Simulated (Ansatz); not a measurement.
Runs of Ansatz 0.2.0 on Ni. The structure is cubic, space group Im-3m (No. 229). Conventional cell: a = 2.767 Å, b = 2.767 Å, c = 2.767 Å, α = 90.00°, β = 90.00°, γ = 90.00°. Ni (site symmetry m-3m) is surrounded by 8 Ni at 2.40 Å. This isn't the form of Ni at room conditions, which is fcc.

| task | level | potentials or basis | spin | U | cell | k mesh | cutoff (eV) | smearing | driver | hubbard projectors | double counting | points for each segment of the path | atoms under strain | other keys | mesh quality | gap on the mesh (eV) | pressure (GPa) | moment (μB) |
| --- | --- | --- | --- | --- | --- | --- | --- | --- | --- | --- | --- | --- | --- | --- | --- | --- | --- | --- |
| band structure | PBE+D4+U | Ansatz PAW earlier set | collinear, ferromagnetic start | Ni d U = 4 eV | as given | 13 × 13 × 13 | 920 | fermi-dirac 0.05 eV | chain | all-electron-atomic | fll | 14 | - | - | not flagged | none | -0.6 | 0.56 |
| density of states | PBEsol+U | Ansatz PAW | collinear, ferromagnetic start | Ni d U = 1 eV | as given | 13 × 13 × 13 | 420 | methfessel-paxton 0.025 eV | chain | all-electron-atomic | fll (the default) | - | - | - | not flagged | none | -3.1 | 0.58 |
| projected density of states | PBEsol+D3(BJ)+ATM+U | PseudoDojo standard | collinear, ferromagnetic start | Ni d U = 2 eV | as given | 13 × 13 × 13 | 1333 | cold 0.01 eV | chain | ortho-atomic | fll (the default) | - | - | - | not flagged | none | -7.0 | 0.63 |
| density of states | PBEsol+U | Ansatz PAW | collinear, ferromagnetic start | Ni d U = 1 eV | as given | 13 × 13 × 13 | 420 | methfessel-paxton 0.025 eV | - | all-electron-atomic | fll (the default) | - | - | - | not flagged | none | -3.1 | 0.58 |
| elastic constants | PBEsol+D4+U | PseudoDojo standard | collinear, ferromagnetic start | Ni d U = 2 eV | volume scaled by 0.96 | 10 × 10 × 10 | 1333 | cold 0.05 eV | chain | all-electron-ortho-atomic | fll (the default) | - | clamped | scf.initial_density.chi_scale = 0.1; scf.occupations.method = cold; … | not flagged | none | (a) | 0.62 |
| single point | r2SCANh+D4 | Ansatz PAW | collinear, random start | - | volume scaled by 1.04 | 8 × 8 × 8 | 500 | fermi-dirac 0.05 eV | calculator | - | - | - | - | - | coarse | none | (b) | 0.64 |

**Question.** Fill in the values left out.

**Answer.** (a) 3.3; (b) -10.5.

Caveats: some runs use coarse meshes; the magnetic or orbital state may not be the lowest; the U is typed as a test and isn't derived for this compound (some runs); pairwise dispersion overbinds metals, which lowers pressure and volume (some runs); the PAW data sets come from PBE, with cores solved anew for the run's functional, which leaves a small shift of forces and pressure (some runs); the cell is more than 3 GPa from zero pressure, which shifts response properties (some runs); the elastic tensor has a negative eigenvalue, so either the cell is unstable as it stands or the mesh is too thin (some runs); the PAW data sets were made with another functional, which shifts forces and pressure a little (some runs).

A gap of «none» marks a metal or a gap under the smearing width.
